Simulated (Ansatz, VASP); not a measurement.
As: VASP beside Ansatz

```
As
1.0
     1.79429    1.03594    5.08034
    -1.79429    1.03594    5.08034
     0.00000   -2.07187    5.08034
As
2
Direct
  0.78856 0.78856 0.78856
  0.21144 0.21144 0.21144
```

Alike in both runs: functional r2SCAN; k mesh 9 × 9 × 9; occupations gaussian, width 0.02 eV; no spin polarisation.

Ansatz relaxed the structure, and its values are those at the end. VASP's run is a single point on that final structure, the one shown.

```csv
,VASP,Ansatz
version,VASP 6.6.1,Ansatz 0.2.0
potentials or method,"VASP PAW PBE potentials, release 64 (As)","scalar-relativistic, plane waves, PAW"
plane-wave cutoff (eV),520,500
valence electrons in the cell,10,30
```

```csv
,VASP,Ansatz,Ansatz less VASP
gap on the k mesh at the Fermi level (eV),0.65,0.67,+0.023
least direct gap on the mesh (eV),1.39,1.43,+0.045
pressure (GPa),0.2,0.0,-0.13
rms of the force components (eV/Å),0.036,0.000,-0.0357
```

With one functional, cell and mesh, what is left measures potentials, basis and numerics. The two sets of potentials don't hold the same shells in valence.

Caveats: the PAW data sets were made with another functional, which shifts forces and pressure a little (VASP); an odd mesh through Γ misses points on the zone boundary, where band edges often lie.
